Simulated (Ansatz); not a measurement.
**Compressing Au: a fit and a missing row**

Au, Im-3m, a = 3.301 Å. This isn't the element's structure at ambient conditions. Ansatz: PBE, PAW, 420 eV, Γ-centred 18×18×18 mesh on 1 atom, Gaussian smearing 0.10 eV; no spin polarisation. Symmetry fixes shape and atoms, so the cell is only scaled; pressure is positive in compression.

| V (Å³/atom) | P (GPa) |
| --- | --- |
| 15.831 | 26.06 |
| 16.371 | 17.46 |
| 16.910 | ? |
| 17.450 | 4.67 |
| 17.990 | 0.00 |
| 18.530 | -3.74 |
| 19.069 | -6.73 |
| 19.789 | -9.74 |

Take V0 = 17.990 Å³/atom, fit the third-order Birch–Murnaghan form to the other rows, and predict the missing pressure.

With the Eulerian strain f = ½[(V0/V)^(2/3) − 1] and y = P/[3f(1 + 2f)^(5/2)], the form is the line y = B0 + 1.5 B0 (B0′ − 4) f. Rows (f, y): 0.04448, 157.8; 0.03244, 153.3; 0.01026, 144.2; -0.00976, 134.2; -0.01904, 129.8; -0.03078, 123.6. Means f = 0.004600, y = 140.48; Σ(Δf)² = 0.004414, ΣΔfΔy = 2.009; the slope is their ratio. y = 138.4 + 455.0 f GPa, so B0 = 138.4 GPa and B0′ = 4 + 2 × (455.0)/(3 × 138.4) = 6.19. At V = 16.910, f = 0.02107, y = 147.99 and P = 10.37 GPa. The run gave 10.42 GPa, so the fit is 0.05 GPa too low, within the rms miss on the fitted rows (0.06 GPa).

Spin–orbit coupling is left out, which can shift energies with elements as heavy as these.